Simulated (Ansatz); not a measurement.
## CdS and its competing phases

Level of theory: DFT PBE, scalar-relativistic, plane waves, PAW in Ansatz 0.2.0. All cells share a 420 eV cutoff and Γ-centred k meshes spaced at most about 0.3 Å⁻¹ (2π included). No spin polarisation.

Formation energies are uncorrected and refer to the elements' standard structures at the same level.

All energies are static (0 K, no zero-point motion). The reference form of S is held partly by dispersion forces, which this level lacks.

The competitors are the elements and 1 reference phase of this chemical system (from databases or known types: CdS), relaxed at the same level; other known phases may be missing.

The candidate was reached from: 4-connected net, two elements alternating.

```
CELL_PARAMETERS angstrom
6.60373 0.00000 0.00000
-3.30187 5.71900 0.00000
0.00000 0.00000 4.00215
ATOMIC_POSITIONS crystal
Cd 0.62016 0.00000 0.66667
Cd 0.00000 0.62016 0.33333
Cd 0.37984 0.37984 0.00000
S 0.36932 0.00000 0.16667
S 0.00000 0.36932 0.83333
S 0.63068 0.63068 0.50000
```

Problem. Is it stable, and against what?

Solution. Not the lowest form: another structure of the same formula lies lower. Its formation energy is -0.582 eV/atom. The lowest competing phase at this composition is this:

| phase | space group | source | share of atoms | ΔE_f (eV/atom) |
| --- | --- | --- | --- | --- |
| CdS | P6_3mc (No. 186) | COD | 1.0000 | -0.660 |

The candidate lies 78 meV/atom above this phase (77 meV/atom from unrounded values). The candidate matches no cell in the subsets of the Crystallography Open Database and the Materials Project at hand. It is metastable at best. Whether it is a true minimum wasn't tested by phonons.
